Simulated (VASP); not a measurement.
A run of VASP 6.6.1:

File INCAR:

```
SYSTEM = GaP
  ALGO = Normal
  EDIFF = 1E-8
  ENCUT = 520
  GGA = CA
  ISIF = 2
  ISMEAR = 0
  LASPH = .TRUE.
  LCHARG = .FALSE.
  LEPSILON = .TRUE.
  LREAL = .FALSE.
  LWAVE = .FALSE.
  NELM = 100
  PREC = Accurate
  SIGMA = 0.01
```

The input KPOINTS:

```
k-points
0
G
  6 6 6
  0 0 0
```

POSCAR

```
GaP
1.0
    6.8109520000      0.0000000000      0.0000000000
    5.7023528382      3.7245455099      0.0000000000
    5.7023528382      1.6972872422      3.3153363740
Ga P
2 2
Direct
    0.4353720000      0.4353720000      0.4353720000
    0.5646280000      0.5646280000      0.5646280000
    0.0573890000      0.0573890000      0.0573890000
    0.9426110000      0.9426110000      0.9426110000
```

Potentials or basis: VASP PAW LDA potentials, release 64 (Ga_d, P).

Launch:

```console
$ cat potpaw_LDA.64/Ga_d/POTCAR potpaw_LDA.64/P/POTCAR > POTCAR
$ mpirun -np 1 vasp_std > vasp.out
```

Hardware: 1 thread of Intel(R) Xeon(R) 6975P-C (Granite Rapids) (shared host).

Question: Estimate the wall time of this run.

Answer: It took 32 min on 1 thread of Intel(R) Xeon(R) 6975P-C (Granite Rapids), on a shared host, peak memory 0.69 GiB. Counts: scf iterations 168, k points 32.
